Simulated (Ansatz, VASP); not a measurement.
**Two plane-wave programs on Al**

Contents of INCAR:

```
SYSTEM = Al
  PREC = Accurate
  ENCUT = 520
  EDIFF = 1E-6
  ISMEAR = -1
  SIGMA = 0.05
  LREAL = .FALSE.
  LASPH = .TRUE.
  NELM = 60
  ALGO = Normal
  ISIF = 2
  LWAVE = .FALSE.
  LCHARG = .FALSE.
  GGA = B5
  ALDAX = 1.0
  AGGAX = 1.0
  AGGAC = 1.0
  ALDAC = 0.0
  NBANDS = 8
```

Contents of KPOINTS:

```
regular mesh
0
G
  6 6 6
  0 0 0
```

The input POSCAR:

```
Al
1.0
    0.0000000000      2.0248050000      2.0248050000
    2.0248050000      0.0000000000      2.0248050000
    2.0248050000      2.0248050000      0.0000000000
Al
1
Direct
    0.0000000000      0.0000000000      0.0000000000
```

Contents of input.yaml:

```yaml
crystal:
  lattice:
    - [0.0, 2.024805, 2.024805]
    - [2.024805, 0.0, 2.024805]
    - [2.024805, 2.024805, 0.0]
  atoms:
    - { symbol: Al, position: [0.0, 0.0, 0.0] }
hamiltonian:
  xc: blyp
  pseudopotentials: { kind: paw }
kpoints:
  mp_grid: { grid: [6, 6, 6] }
  band_path:
    path:
      - [[0.0, 0.0, 0.0], [0.5, 0.0, 0.5], [0.5, 0.25, 0.75], [0.375, 0.375, 0.75], [0.0, 0.0, 0.0], [0.5, 0.5, 0.5], [0.625, 0.25, 0.625], [0.5, 0.25, 0.75], [0.5, 0.5, 0.5], [0.375, 0.375, 0.75]]
      - [[0.625, 0.25, 0.625], [0.5, 0.0, 0.5]]
    npoints: 14
scf:
  occupations: { method: fermi_dirac, width: 0.05 }
  n_extra_bands: 6
output:
  forces: true
  stress: true
  eigenvalues: true
  fatbands: false
  write_density: true
  write_potential: true
  elf: true
  volumetric_format: npy
```

Alike in both runs: functional BLYP; k mesh 6 × 6 × 6; occupations fermi-dirac, width 0.05 eV; no spin polarisation.

|  | VASP | Ansatz |
| --- | --- | --- |
| version | VASP 6.6.1 | Ansatz 0.2.0 |
| potentials or method | VASP PAW PBE potentials, release 64 (Al) | Ansatz PAW |
| plane-wave cutoff (eV) | 520 | 420 |
| valence electrons in the cell | 3 | 3 |
| task | single point | band structure |

|  | VASP | Ansatz | Ansatz less VASP |
| --- | --- | --- | --- |
| gap on the k mesh at the Fermi level (eV) | none | none | - |
| pressure (GPa) | 3.6 | 3.5 | -0.12 |

A gap of «none» marks a metal or a gap that the smearing closes.

Caveats: the k mesh is coarse (spacing up to 0.45 Å⁻¹), so the values aren't converged; the PAW data sets were made with another functional, which shifts forces and pressure a little (VASP); the PAW data sets come from PBE, with cores solved anew for the run's functional, which leaves a small shift of forces and pressure (Ansatz).
